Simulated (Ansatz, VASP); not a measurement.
**As in VASP and in Ansatz**

Contents of INCAR:

```
  PREC = Accurate
  ENCUT = 520
  EDIFF = 1E-6
  ISMEAR = -1
  SIGMA = 0.1
  LREAL = F
  LASPH = T
  NELM = 60
  ALGO = Normal
  ISIF = 2
  LWAVE = F
  LCHARG = F
  GGA = PS
  NBANDS = 14
```

KPOINTS

```
regular mesh
0
Gamma
  9 9 13
```

Contents of POSCAR:

```
As
1.0
    4.5780492103      0.0000000000      0.0000000000
   -2.2890246052      3.9647069159      0.0000000000
    0.0000000000      0.0000000000      2.6659762430
As
3
Direct
    1.0000000000      0.0000000000      0.0000000000
    0.3333333333      0.6666666667      0.5000000000
    0.6666666667      0.3333333333      0.5000000000
```

Input for Ansatz:

```yaml
crystal:
  lattice:
    - [4.5780492103, 0.0, 0.0]
    - [-2.2890246052, 3.9647069159, 0.0]
    - [0.0, 0.0, 2.665976243]
  atoms:
    - { symbol: As, position: [1.0, 0.0, 0.0] }
    - { symbol: As, position: [0.3333333333, 0.6666666667, 0.5] }
    - { symbol: As, position: [0.6666666667, 0.3333333333, 0.5] }
hamiltonian:
  xc: pbesol
  pseudopotentials:
    kind: paw
    azcp:
      As: "pseudopotentials/As.paw.azcp"
basis:
  ecutwfc: 420
  fft_grid_basis: typed
kpoints:
  mp_grid: { grid: [9, 9, 13], shift: [0, 0, 0] }
magnetization:
  spin_polarized: false
scf:
  occupations: { method: fermi_dirac, width: 0.1 }
  lower_state_search: "off"
output:
  stress: true
  write_density: true
  write_potential: true
  elf: true
  volumetric_format: npy
```

Alike in both runs: task single point; functional PBEsol; k mesh 9 × 9 × 13; occupations fermi-dirac, width 0.1 eV; no spin polarisation.

|  | VASP | Ansatz |
| --- | --- | --- |
| version | VASP 6.6.1 | Ansatz 0.2.0 |
| potentials or method | VASP PAW PBE potentials, release 64 (As) | plane waves (420 eV) with PAW, scalar-relativistic |
| plane-wave cutoff (eV) | 520 | 420 |
| valence electrons in the cell | 15 | 45 |

VASP gave:

```
pressure (GPa)                                  : 16.3
largest component of the traceless stress (GPa) : 4.34
```

**Question.** Estimate Ansatz's values.

**Answer.** Pressure (GPa): 15.7; largest component of the traceless stress (GPa): 4.27.

With one functional, cell and mesh, what is left measures potentials, basis and numerics. The two sets of potentials don't hold the same shells in valence. Ansatz warned: «pseudo_functional_mismatch».

Caveats: so large a pressure means that the cell lies far from this level's equilibrium, or that cutoff or potentials fall short (VASP); the potentials were made for another functional, which shifts forces and pressure (VASP).
